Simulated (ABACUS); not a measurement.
# Au (Fm-3m) in ABACUS: notebook, part 2 of 2

ABACUS 3.10.1. Earlier steps stand in the parts before.

**3. Equation of state, PBEsol, 15.84 Å³/atom (volume scaled by 0.94)**

run_abacus.py

```python
"""ABACUS run from a structure file: ASE reads it, the script writes STRU, KPT and INPUT."""
import re
import subprocess
from ase.io import read
from ase.units import Bohr

atoms = read("POSCAR")
atoms = atoms[(-atoms.numbers).argsort(kind="stable")]  # ABACUS lists atoms element by element
pseudo = {'Au': 'Au.upf'}
orbital = {'Au': 'Au_confined-atom_7au_3s2p2d1f.orb'}
magmoms = None
kmesh = [10, 10, 10]
params = {
    'suffix': 'Au',
    'calculation': 'scf',
    'basis_type': 'lcao',
    'pseudo_dir': './',
    'orbital_dir': './',
    'symmetry': 1,
    'dft_functional': 'pbesol',
    'ecutwfc': 100,
    'pseudo_rcut': 10,
    'nspin': 1,
    'nbands': 14,
    'ks_solver': 'genelpa',
    'smearing_method': 'fd',
    'smearing_sigma': 0.00367493,
    'scf_thr': 1e-07,
    'scf_nmax': 100,
    'mixing_type': 'broyden',
    'mixing_beta': 0.7,
    'cal_force': 1,
    'cal_stress': 1,
    'out_mul': 1,
}

symbols = atoms.get_chemical_symbols()
elements = list(dict.fromkeys(symbols))
lines = ["ATOMIC_SPECIES"] + [f"{e} {atoms.get_masses()[symbols.index(e)]:.4f} {pseudo[e]}" for e in elements]
if orbital:
    lines += ["", "NUMERICAL_ORBITAL"] + [orbital[e] for e in elements]
lines += ["", "LATTICE_CONSTANT", f"{1 / Bohr:.10f}", "", "LATTICE_VECTORS"]
lines += [" ".join(f"{x:.10f}" for x in v) for v in atoms.cell]
lines += ["", "ATOMIC_POSITIONS", "Direct"]
for e in elements:
    lines += ["", e, "0.0", str(symbols.count(e))]
    for i, p in enumerate(atoms.get_scaled_positions(wrap=False)):
        if symbols[i] == e:
            mag = "" if magmoms is None else " mag " + " ".join(str(x) for x in (magmoms[i] if isinstance(magmoms[i], list) else [magmoms[i]]))
            lines.append(" ".join(f"{x:.10f}" for x in p) + " 1 1 1" + mag)
open("STRU", "w").write("\n".join(lines) + "\n")
open("KPT", "w").write("K_POINTS\n0\nGamma\n%d %d %d 0 0 0\n" % tuple(kmesh))
open("INPUT", "w").write("INPUT_PARAMETERS\n" + "".join(f"{k:<20s}{v}\n" for k, v in params.items()))

done = subprocess.run(['mpirun', '-np', '4', 'abacus'])
if done.returncode:
    raise SystemExit(done.returncode)
log = open("OUT.Au/running_scf.log").read()
print("final energy (eV):", re.findall(r"FINAL_ETOT_IS (\S+)", log))
```

POSCAR

```
Au
1.0
    0.0000000000      1.9934577312      1.9934577312
    1.9934577312      0.0000000000      1.9934577312
    1.9934577312      1.9934577312      0.0000000000
Au
1
Direct
    0.0000000000      0.0000000000      0.0000000000
```

Potentials or basis: PseudoDojo NC SR 0.5 PBE stringent, DZP LCAO (the cutoffs set its grid).

Run with:

```sh
$ OMP_NUM_THREADS=1 python run_abacus.py > log
```

Wall time 5.3 s (4 MPI ranks of Intel Xeon Platinum 8259CL at 2.50GHz (Skylake/Cascade Lake), shared host); peak memory 0.4 GiB.

The run converged. Its results:

```yaml
Free_energy: -4027.5482 eV
Pressure: 16.7 GPa
Band_gap_on_the_k_mesh: none (metal or under the smearing width)
```

Caveat: the atomic orbitals were generated for these runs and aren't a published set; the potentials were made for another functional, which shifts forces and pressure; the basis of atomic orbitals isn't converged, which shifts pressures, moduli and gaps.

**4. Equation of state, PBEsol, 16.52 Å³/atom (volume scaled by 0.98)**

run_abacus.py is that of step 3.

POSCAR

```
Au
1.0
    0.0000000000      2.0213418704      2.0213418704
    2.0213418704      0.0000000000      2.0213418704
    2.0213418704      2.0213418704      0.0000000000
Au
1
Direct
    0.0000000000      0.0000000000      0.0000000000
```

Run with:

```sh
$ OMP_NUM_THREADS=1 python run_abacus.py > log
```

Wall time 5.2 s (4 MPI ranks of Intel Xeon Platinum 8259CL at 2.50GHz (Skylake/Cascade Lake), shared host); peak memory 0.4 GiB.

It converged, with:

* Free energy: -4027.5974 eV
* Pressure: 7.1 GPa
* Band gap on the k mesh: none (metal or under the smearing width)

Caveat: the atomic orbitals were generated for these runs and aren't a published set; the potentials were made for another functional, which shifts forces and pressure; the basis of atomic orbitals isn't converged, which shifts pressures, moduli and gaps.

**5. Equation of state, PBEsol, 17.19 Å³/atom (volume scaled by 1.02)**

run_abacus.py is that of step 4.

POSCAR

```
Au
1.0
    0.0000000000      2.0484772140      2.0484772140
    2.0484772140      0.0000000000      2.0484772140
    2.0484772140      2.0484772140      0.0000000000
Au
1
Direct
    0.0000000000      0.0000000000      0.0000000000
```

Run with:

```sh
$ OMP_NUM_THREADS=1 python run_abacus.py > log
```

It took 4.9 s on 4 MPI ranks of Intel Xeon Platinum 8259CL at 2.50GHz (Skylake/Cascade Lake), shared host; peak memory 0.4 GiB.

It converged, with:

```yaml
Free_energy: -4027.6107 eV
Pressure: -0.4 GPa
Band_gap_on_the_k_mesh: none (metal or under the smearing width)
```

Caveat: the atomic orbitals were generated for these runs and aren't a published set; the potentials were made for another functional, which shifts forces and pressure; the basis of atomic orbitals isn't converged, which shifts pressures, moduli and gaps.

**6. Equation of state, PBEsol, 17.87 Å³/atom (volume scaled by 1.06)**

run_abacus.py is that of step 5.

POSCAR

```
Au
1.0
    0.0000000000      2.0749120936      2.0749120936
    2.0749120936      0.0000000000      2.0749120936
    2.0749120936      2.0749120936      0.0000000000
Au
1
Direct
    0.0000000000      0.0000000000      0.0000000000
```

Potentials or basis: PseudoDojo NC SR 0.5 PBE stringent, DZP LCAO (the cutoffs set its grid).

Run with:

```sh
$ OMP_NUM_THREADS=1 python run_abacus.py > log
```

Wall time 4.8 s (4 MPI ranks of Intel Xeon Platinum 8259CL at 2.50GHz (Skylake/Cascade Lake), shared host); peak memory 0.4 GiB.

The run converged. Its results:

| Quantity | Value |
| --- | --- |
| Free energy | -4027.5966 eV |
| Pressure | -6.1 GPa |
| Band gap on the k mesh | none (metal or under the smearing width) |

Caveat: the atomic orbitals were generated for these runs and aren't a published set; the potentials were made for another functional, which shifts forces and pressure; the basis of atomic orbitals isn't converged, which shifts pressures, moduli and gaps.

**7. Equation of state, PBEsol**

This step only gathers the single runs of the series.

Results:

```
Equilibrium volume                      : 17.15 Å³/atom
Bulk modulus                            : 167 GPa
Pressure derivative of the bulk modulus : 6.1 (rough: it moves with the points fitted)
```

Energy against volume, from the lowest point:
```tsv
volume (Å³/atom)	energy (meV/atom)
15.843	62.45
16.518	13.24
17.192	0.00
17.866	14.02
```

Caveat: the atomic orbitals were generated for these runs and aren't a published set; the potentials were made for another functional, which shifts forces and pressure; the basis of atomic orbitals isn't converged, which shifts pressures, moduli and gaps. The run has no spin-orbit coupling, so splittings on Au are missing.

**8. How close it comes**

Step 7. Against the measured bulk modulus of Au, 167 GPa (quoted in “Exploring toroidal anvil profiles for larger sample volumes above 4 Mbar”, 2024, pmc:11102561), the calculated 167 GPa is off by -0.3 %. The fit is for a static lattice scaled at fixed shape and fixed fractional positions.
